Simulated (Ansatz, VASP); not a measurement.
## One calculation of TiC, two programs

```
CELL_PARAMETERS angstrom
0.00000 2.16639 2.16639
2.16639 0.00000 2.16639
2.16639 2.16639 0.00000
ATOMIC_POSITIONS crystal
Ti 0.00000 0.00000 0.00000
C 0.50000 0.50000 0.50000
```

Alike in both runs: functional PBE; k mesh 16 × 16 × 16; occupations gaussian, width 0.1 eV; no spin polarisation.

Ansatz relaxed the structure, and its values are those at the end. VASP's run is a single point on that final structure, the one shown.

```csv
,VASP,Ansatz
version,VASP 6.6.1,Ansatz 0.2.0
potentials or method,"VASP PAW PBE potentials, release 64 (Ti_sv, C)","scalar-relativistic, plane waves, PAW"
plane-wave cutoff (eV),520,420
valence electrons in the cell,16,16
```

```tsv
	VASP	Ansatz	Ansatz less VASP
gap on the k mesh at the Fermi level (eV)	none	none	-
pressure (GPa)	0.2	0.0	-0.21
```

A gap of «none» marks a metal or a gap that the smearing closes.
